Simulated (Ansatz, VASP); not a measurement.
## Ti in VASP and in Ansatz

```
CELL_PARAMETERS angstrom
2.93846 0.00000 0.00000
-1.46923 2.54478 0.00000
0.00000 0.00000 4.65063
ATOMIC_POSITIONS crystal
Ti 0.33333 0.66667 0.25000
Ti 0.66667 0.33333 0.75000
```

Alike in both runs: functional PBE; k mesh 18 × 18 × 10; occupations gaussian, width 0.1 eV; no spin polarisation.

Ansatz relaxed the structure, and its values are those at the end. VASP's run is a single point on that final structure, the one shown.

```csv
,VASP,Ansatz
version,VASP 6.6.1,Ansatz 0.2.0
potentials or method,"VASP PAW PBE potentials, release 64 (Ti_sv)","scalar-relativistic, plane waves, PAW"
plane-wave cutoff (eV),520,420
valence electrons in the cell,24,24
```

Ansatz gave:

```
gap on the k mesh at the Fermi level (eV) : none
pressure (GPa)                            : 0.0
```

**Question.** What did VASP give for the same quantities?

**Answer.** gap on the k mesh at the Fermi level (eV): none; pressure (GPa): -0.7.

A gap of «none» marks a metal or a gap that the smearing closes.
